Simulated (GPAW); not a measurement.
Runs of GPAW 26.7.0 on PbSe (Clausthalite). Symmetry: Fm-3m, No. 225, cubic system. The conventional cell has a = 6.121 Å, b = 6.121 Å, c = 6.121 Å, α = 90.00°, β = 90.00°, γ = 90.00°. Pb (site symmetry m-3m) has 6 Se at 3.06 Å as nearest neighbours. Se (site symmetry m-3m) has 6 Pb at 3.06 Å as nearest neighbours. 

```tsv
task	level	potentials or basis	spin	cell	k mesh	optimizer	fmax	max steps	target pressure	convergence	gap on the mesh (eV)	pressure (GPa)	V0 of scaled cells (Å³/atom)	B0 (GPa)
equation of state	LDA	the program's PAW data sets (release 1.2.1) made for this functional, pw	off	as given	6 × 6 × 6	-	-	-	-	-	-	-	27.34	55
single point	TB-mBJ	GPAW PAW data sets for LDA (gpaw-data 1.2.1), pw	off	as given	6 × 6 × 6	-	-	-	-	-	0.77	-	-	-
relaxation of cell and atoms	PBEsol	PAW data sets generated in the run's folder for this functional, pw	off	relaxed to 2 GPa	8 × 8 × 8	BFGS	0.02 eV/Å	60	2 GPa	density=1e-05 forces=0.0001	(c)	2.1	-	-
equation of state	PBEsol	PAW data sets generated in the run's folder for this functional, pw	off	as given	6 × 6 × 6	-	-	-	-	-	-	-	(b)	51
relaxation of cell and atoms	PBEsol	PAW data sets generated in the run's folder for this functional, pw	off	relaxed to 10 GPa	8 × 8 × 8	BFGS	0.02 eV/Å	60	10 GPa	density=1e-05 forces=0.0001	0.48	10.0	-	-
relaxation of cell and atoms	PBEsol	PAW data sets generated in the run's folder for this functional, pw	off	relaxed to 20 GPa	8 × 8 × 8	BFGS	0.02 eV/Å	60	20 GPa	density=1e-05 forces=0.0001	0.83	20.0	-	-
relaxation of cell and atoms	PBEsol	PAW data sets generated in the run's folder for this functional, pw	off	relaxed to 5 GPa	8 × 8 × 8	BFGS	0.02 eV/Å	60	5 GPa	density=1e-05 forces=0.0001	0.20	5.0	-	-
relaxation of cell and atoms	PBEsol	PAW data sets generated in the run's folder for this functional, pw	off	relaxed	8 × 8 × 8	BFGS	0.02 eV/Å	60	-	density=1e-05 forces=0.0001	0.11	0.0	-	-
band structure	RPBE	the program's PAW data sets (release 1.2.1) made for this functional, pw	SOC, no magnetisation	as given	6 × 6 × 6	-	-	-	-	-	(a)	4.0	-	-
```

Alike in all rows: cutoff (eV) 600; smearing fermi-dirac 0.05 eV.

**Question.** Fill in the values left out.

**Answer.** (a) 0.34; (b) 28.22; (c) 0.03.

Caveats: spin-orbit coupling is left out, which as a rule narrows the gap of such compounds by several tenths of an eV (some runs); later steps reuse the first step's grids (some runs); a model potential gives levels but no total energy (some runs); the PAW data sets were made with another functional, which shifts forces and pressure a little (some runs); the volume moved by over 15 % at a fixed basis, so the end points are rough (some runs); spin-orbit coupling was added after a scalar SCF, so levels and gaps hold it while energy, forces, pressure and moments don't (some runs); this program's spin-orbit splittings come out too wide for heavy elements (some runs).

A k mesh can miss the band edges, and rows without SOC leave out spin-orbit coupling on Pb, Se.

Runs at the PBE level aren't shown here.
